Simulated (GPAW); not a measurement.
The system is As.

```xyz
1
Lattice="2.9987 0.0000 0.0000 -0.1584 2.5934 0.0000 0.5881 0.5415 2.4555" Properties=species:S:1:pos:R:3 pbc="T T T"
As    1.7142    1.5675    1.2277
```

The cell isn't the ideal one: cell sheared at random, sigma 0.1, atoms nudged by 0.01 Å.

- Program: GPAW 26.7.0
- Task: relaxation of cell and atoms
- Functional: PBE
- Dispersion: D3
- Potentials or basis: GPAW PAW data sets (gpaw-data 1.2.1)
- Cutoff: 600 eV
- Basis: pw
- k mesh: 7 × 7 × 8
- Occupations: fermi-dirac, width 0.05 eV
- Spin: no spin polarisation

At the start: pressure 5.6 GPa; volume 19.10 Å³/atom.

Problem. How do energy, volume and symmetry change on relaxing?

Solution. Over 42 steps the energy falls by 309.2 meV/atom and the volume is 20.01 Å³/atom (+4.8 %); space group Pm-3m (No. 221, to 0.05 Å).

Step by step:
```tsv
step	energy change (eV)	largest force (eV/Å)	pressure (GPa)	volume (Å³)
1	0.0000	0.0000	5.57	19.10
3	-0.1212	0.0000	-0.83	20.06
5	-0.2331	0.0000	-3.15	20.62
7	-0.2443	0.0000	-2.52	20.43
9	-0.2612	0.0000	-1.08	20.06
11	-0.2720	0.0000	0.90	19.66
13	-0.2818	0.0000	2.28	19.45
15	-0.3001	0.0000	1.71	19.61
17	-0.3082	0.0000	-0.79	20.18
19	-0.3085	0.0000	-0.67	20.16
21	-0.3089	0.0000	-0.41	20.10
23	-0.3091	0.0000	-0.07	20.01
25	-0.3091	0.0000	0.10	19.98
27	-0.3091	0.0000	0.10	19.98
29	-0.3091	0.0000	0.09	19.98
31	-0.3091	0.0000	0.07	19.98
33	-0.3091	0.0000	0.05	19.99
35	-0.3091	0.0000	0.02	20.00
37	-0.3092	0.0000	-0.02	20.00
39	-0.3092	0.0000	-0.04	20.01
41	-0.3092	0.0000	-0.04	20.01
42	-0.3092	0.0000	-0.03	20.01
```

Final structure:
```yaml
crystal:
  lattice:
    - [2.69452, 0.06835, -0.33152]
    - [-0.10154, 2.69908, -0.28491]
    - [0.31305, 0.29870, 2.67779]
  atoms:
    - { symbol: As, position: [0.50000, 0.50000, 0.50000] }
```

Caveat: later steps reuse the first step's grids; pairwise dispersion overbinds metals, which lowers pressure and volume.
